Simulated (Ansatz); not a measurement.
**Cu$_{3}$N: hydrostatic pressure series**

Level of theory: DFT PBE, scalar-relativistic, plane waves, PAW in Ansatz 0.2.0. (420 eV cutoff, 10×10×10 k-mesh, Gaussian smearing of 0.01 eV, no spin polarisation)

Starting point, cell and atoms relaxed:

```
Cu N
1.0
     3.82701    0.00000    0.00000
     0.00000    3.82701    0.00000
     0.00000    0.00000    3.82701
Cu N
3 1
Cartesian
  1.9135 0.0000 0.0000
  0.0000 1.9135 0.0000
  0.0000 0.0000 1.9135
  0.0000 0.0000 0.0000
```

Cell and atoms are relaxed at each pressure within the symmetry of the start, at zero temperature, so transitions that lower the symmetry aren't seen. The k-mesh given is that at zero pressure and may differ at others. a, b and c are the lengths of the cell vectors above. Gaps are Kohn–Sham gaps over the whole zone.

```csv
P (GPa),V (Å³/atom),V/V0,a (Å),b (Å),c (Å)
-3,14.41,1.029,3.863,3.863,3.863
0,14.01,1.000,3.827,3.827,3.827
3,13.68,0.976,3.796,3.796,3.796
8,13.21,0.942,3.752,3.752,3.752
15,12.66,0.903,3.699,3.699,3.699
30,11.79,0.841,3.613,3.613,3.613
60,10.66,0.761,3.494,3.494,3.494
```

(1) What bulk modulus and pressure derivative fit these points?

(2) What does pressure do to the gap?

Results:

(1) A third-order Birch–Murnaghan fit gives B0 = 116 GPa and B0' = 4.6.

(2) The gaps are 0.31 eV at -3 GPa, 0.22 eV at 0 GPa, 0.14 eV at 3 GPa, 0.02 eV at 8 GPa, metal at 15 GPa, metal at 30 GPa, metal at 60 GPa. It closes between 8 and 15 GPa.

Closed-shell ions balance this formula, and semilocal functionals make gaps too small, so «metal» can mean here that the functional has closed a real gap.